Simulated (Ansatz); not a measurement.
## Structures of TiB3: which is lowest?

Plane-wave DFT in Ansatz with scalar-relativistic PAW potentials, cutoff 420 eV, Γ-centred meshes chosen by cell and gap, Gaussian smearing with energies taken to zero width. Every cell was relaxed (cell and atoms) in a run of its own, within the symmetry of its start. Functional: PBE.

Relaxed structures (starts from databases or built by putting these elements on another compound's sites):
A. I-4m2, 4 atoms in the computed cell, a = 3.066 Å, c = 7.191 Å; sites (symmetry × multiplicity) Ti -4m2 × 2, B -4m2 × 2 + 2mm. × 4; start: built
B. P6_3/mmc, 8 atoms in the computed cell, a = 4.749 Å, c = 3.256 Å; sites (symmetry × multiplicity) Ti -6m2 × 2, B mm2 × 6; start: built

Question: Rank them by energy. Could pressure change the order?

Answer:
| structure | group | E − E(lowest) (meV/atom) | V (Å³/atom) | gap on mesh (eV) |
| --- | --- | --- | --- | --- |
| A | I-4m2 | 0.0 | 8.45 | 0.00 |
| B | P6_3/mmc | 129 | 7.95 | 0.00 |

A is lowest, 129 meV/atom under B. B is denser by 0.50 Å³/atom, so pressure favours it: ΔE/ΔV, with ΔE in eV and 1 eV/Å³ = 160.2 GPa, gives about 41 GPa for equal enthalpy if both cells were rigid; at such pressures compression changes ΔV much, so this is a scale only. Other structures may lie lower than all of these, and vibrations aren't counted.